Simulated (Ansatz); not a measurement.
A field-response calculation (clamped ions) of AlN in the rocksalt structure with Ansatz, at the level r2SCAN. The cell was relaxed with r2SCAN and then strained (epitaxial -3.0 % in the xy plane, free normal strain +2.55 %), with the atoms relaxed again with r2SCAN; k points keep the names of the unstrained zone.

input.yaml:
```yaml
crystal:
  lattice:
    - [0.0, 1.9583023986, 2.0704327721]
    - [1.9583023986, 0.0, 2.0704327721]
    - [1.9583023986, 1.9583023986, 0.0]
  atoms:
    - { symbol: Al, position: [0.0, 0.0, 0.0] }
    - { symbol: "N", position: [0.5, 0.5, 0.5] }
kpoints:
  mp_grid: { grid: [10, 10, 10] }
hamiltonian:
  xc: r2scan
scf:
  occupations: { method: fixed }
dielectric: {}
```

Command: `ansatz run input.yaml --threads 2 --pin off --max-ram 29491MiB --backend cpu --events-out ev --progress --plain --runs-dir out`. It took 33 s on 2 threads of AMD EPYC 7R13 Processor (Zen 3), with other jobs on the host, load about 0.7 per core; peak host memory 0.75 GiB.

Main lines of the log:
```
Functional definition: r2SCAN
Crystal: 2 atoms, lattice volume = 15.880 Å³
Basis set: ecut = 500 eV, 403 PW (Γ)
Bands: 8, of which v1, the nominal top of the filled ones, is band 4 counted from 1 (3 counted from 0)
Symmetry: 16 space group operations
k-points: 282 of 1000 (irreducible under 2 space group operations, time reversal used)
Free energy (F): -928.095609 eV
Fermi energy:    11.839096 eV
--- Per-component energies (eV) ---
  E_band       = 38.359757
  E_kinetic    = 166.418806
  E_local      = -166.807959
  E_nonlocal   = 53.478795
  E_hartree    = 62.205291
  E_xc         = -100.874384
  E_vxc        = -122.032949
  E_paw        = -602.468920
  E_vpaw       = -23.585872
  E_vtau       = 6.478303
  E_ewald      = -339.957583
  E_core_change = -0.089673
--- Dielectric response (ions clamped): 3 representative field directions + reference, inside a basis on a mesh of 1000 k-points ---
  ε∞ (high-frequency dielectric tensor):
        4.579464     0.000000     0.000000
        0.000000     4.579464     0.000000
        0.000000     0.000000     4.837463
  Born effective charges Z* (e; rows j = field, columns β = displacement):
    site 0:
         2.91279    0.00000    0.00000
         0.00000    2.91279    0.00000
         0.00000    0.00000    2.99543
    site 1:
        -2.91279    0.00000    0.00000
         0.00000   -2.91279    0.00000
         0.00000    0.00000   -2.99543
  ε∞ is read to err by 1.2e-2, Z* by 1.1e-2 e
```

The clamped-ion dielectric constant comes out as 4.58 along x and y, 4.84 along z. Born charges, averaged over directions: Al +2.94, N -2.94 e.

(Calculated; spin-unpolarised; the phase may be known or hypothetical.)
